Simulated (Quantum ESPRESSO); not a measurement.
Ta in Quantum ESPRESSO: the effect of functional

The system is Ta.

```
Ta
1.0
    -1.65128    1.65128    1.65128
     1.65128   -1.65128    1.65128
     1.65128    1.65128   -1.65128
Ta
1
Cartesian
  0.0000 0.0000 0.0000
```

Alike in all runs:

| Item | Value |
| --- | --- |
| Program | Quantum ESPRESSO 7.5 |
| Task | phonons |
| Cutoff | 789 eV |
| Density cutoff | 3157 eV |
| k mesh | 11 × 11 × 11 |
| Occupations | cold, width 0.2 eV |
| Spin | no spin polarisation |

Each run relaxes the cell or the atoms first.

| functional | potentials or basis | relaxed volume (Å³/atom) | highest phonon frequency (cm⁻¹) |
| --- | --- | --- | --- |
| LDA | PseudoDojo 0.4.1 SR LDA standard | 17.08 | 124 |
| PBEsol | PseudoDojo 0.4.1 SR PBEsol standard | 17.63 | 119 |
| RPBE | PseudoDojo 0.4.1 SR PBE standard | 18.55 | 101 |
| PW91 | PseudoDojo 0.4.1 SR PBE standard | ? | ? |
| AM05 | PseudoDojo 0.4.1 SR PBE standard | 17.63 | 121 |
| vdW-DF-cx | PseudoDojo 0.4.1 SR PBE standard | 17.70 | 121 |

Question: What does the run with functional PW91 give?

Answer: Relaxed volume 18.20 Å³/atom; highest phonon frequency 111 cm⁻¹.

Caveats: the q point doesn't lie on the k mesh, which can shift a metal's frequencies strongly unless the mesh is converged; the potentials were made for another functional, which shifts forces and pressure (some runs).

Runs at the PBE level aren't shown here.
